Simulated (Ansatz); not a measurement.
# CaO: band gap under strain

How does strain move the band edges of CaO in the rocksalt structure, and do the functionals agree on it? States: -3.5 % biaxial strain in x and y, free along z; +4.2 % strain along [111] alone; +3.3 % strain along z alone.

Code: Ansatz 0.2.0. PAW datasets, plane waves. Spin-unpolarised throughout; all numbers are computed.

**1. The cell**

The unstrained cell was relaxed with r2SCAN; in each strained cell the atoms were relaxed again with r2SCAN. Names of k-points are those of the unstrained zone, where strain can split equivalent points. First state: -3.5 % biaxial strain in x and y, free along z.

The symmetry is I4/mmm (No. 139, tetragonal); a = 3.274 Å, c = 4.887 Å in the conventional setting, 13.09 Å³ an atom. Ca has 6 O at 2.31–2.44 Å; O has 6 Ca at 2.31–2.44 Å.

As a file:

```cif
data_structure
_symmetry_space_group_name_H-M 'I4/mmm'
_symmetry_Int_Tables_number 139
_cell_length_a 3.2737
_cell_length_b 3.2737
_cell_length_c 4.8871
_cell_angle_alpha 90.000
_cell_angle_beta 90.000
_cell_angle_gamma 90.000
_cell_volume 52.37
loop_
_atom_site_label
_atom_site_type_symbol
_atom_site_symmetry_multiplicity
_atom_site_Wyckoff_symbol
_atom_site_fract_x
_atom_site_fract_y
_atom_site_fract_z
_atom_site_occupancy
Ca1 Ca 2 a 0.00000 0.00000 0.00000 1
O1 O 2 b 0.50000 0.50000 0.00000 1
```

**2. -3.5 % biaxial strain in x and y, free along z: PBE**

Input file input.yaml:

```yaml
crystal:
  lattice:
    - [0.0, 2.3148346397, 2.4435512815]
    - [2.3148346397, 0.0, 2.4435512815]
    - [2.3148346397, 2.3148346397, 0.0]
  atoms:
    - { symbol: Ca, position: [0.0, 0.0, 0.0] }
    - { symbol: O, position: [0.5, 0.5, 0.5] }
kpoints:
  mp_grid: { grid: [10, 10, 10] }
  band_path:
    path:
      - [0.0, 0.0, 0.0]
      - [0.5, 0.0, 0.5]
      - [0.625, 0.25, 0.625]
      - [0.375, 0.375, 0.75]
      - [0.5, 0.5, 0.5]
      - [0.5, 0.25, 0.75]
    npoints: 1
hamiltonian:
  xc: pbe
scf:
  occupations: { method: fermi_dirac, width: 0.02 }
  n_extra_bands: 4
output:
  forces: true
  stress: true
  eigenvalues: true
```

Further steps of the session: -3.5 % biaxial strain in x and y, free along z: r2SCAN; -3.5 % biaxial strain in x and y, free along z: HSE06; +4.2 % strain along [111] alone: PBE; +4.2 % strain along [111] alone: r2SCAN; +4.2 % strain along [111] alone: HSE06; +3.3 % strain along z alone: PBE; +3.3 % strain along z alone: r2SCAN; +3.3 % strain along z alone: HSE06.

Q: Predict the outcome of this session.

The runs gave:

Least gap in eV (negative: overlap):

| state | PBE | r2SCAN | HSE06 |
| --- | --- | --- | --- |
| -3.5 % biaxial strain in x and y, free along z | 3.54 | 4.08 | 5.22 |
| +4.2 % strain along [111] alone | 3.60 | 4.14 | 5.25 |
| +3.3 % strain along z alone | 3.61 | 4.15 | 5.27 |

**Reading.** Where both were run, the HSE06 gap lies +1.65 to +1.68 eV from PBE's, each on its own k points. In PBE the gap is least under -3.5 % biaxial strain in x and y, free along z (3.54 eV) and largest under +3.3 % strain along z alone (3.61 eV).
